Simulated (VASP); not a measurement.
Write the native input for VASP 6.6.1 that does the following.

```
Task                   : relaxation of cell and atoms
Functional             : LDA
Potentials or basis    : VASP PAW LDA potentials, release 64 (Sn_d)
Cutoff                 : 600 eV
k mesh                 : 10 × 10 × 10
Occupations            : gaussian, width 0.03 eV
Spin                   : no spin polarisation
Further INCAR settings : ALGO = Normal; EDIFF = 1e-07; IBRION = 2; EDIFFG = -0.005; NSW = 90; ISIF = 3
```

The structure of Sn lies in POSCAR:

```
Sn                                      
1.0
   -0.0000000000      3.2370353991      3.2370353991
    3.2370353991      0.0000000000      3.2370353991
    3.2370353991      3.2370353991     -0.0000000000
  Sn            
     2
Direct
     0.0000000000000000    0.0000000000000000    0.0000000000000000
     0.2500000000000000    0.2500000000000000    0.2500000000000000
```

This isn't the form of Sn at room conditions, which is tetragonal (white tin).

One way to write it, as run:

INCAR

```
SYSTEM = Sn
ALGO = Normal
EDIFF = 1E-7
EDIFFG = -0.005
ENCUT = 600
IBRION = 2
ISIF = 3
ISMEAR = 0
LASPH = .True.
LCHARG = .False.
LREAL = .False.
LWAVE = .False.
NELM = 80
NSW = 90
PREC = Accurate
SIGMA = 0.03
```

KPOINTS

```
k-points
0
Gamma
  10 10 10
  0 0 0
```

Potentials or basis: VASP PAW LDA potentials, release 64 (Sn_d).

Run with:

```sh
$ cat potpaw_LDA.64/Sn_d/POTCAR > POTCAR
$ mpirun -np 1 vasp_std > vasp.out
```

It gave:

```yaml
Pressure_after_relaxing: 0.0 GPa
Band_gap_on_the_k_mesh: none (metal or under the smearing width)
```

Caveat: the relaxation stopped at its first step, so nothing moved.

Run time: 27 s on 1 thread of Intel(R) Xeon(R) 6975P-C (Granite Rapids), on a shared host, peak memory 0.21 GiB.
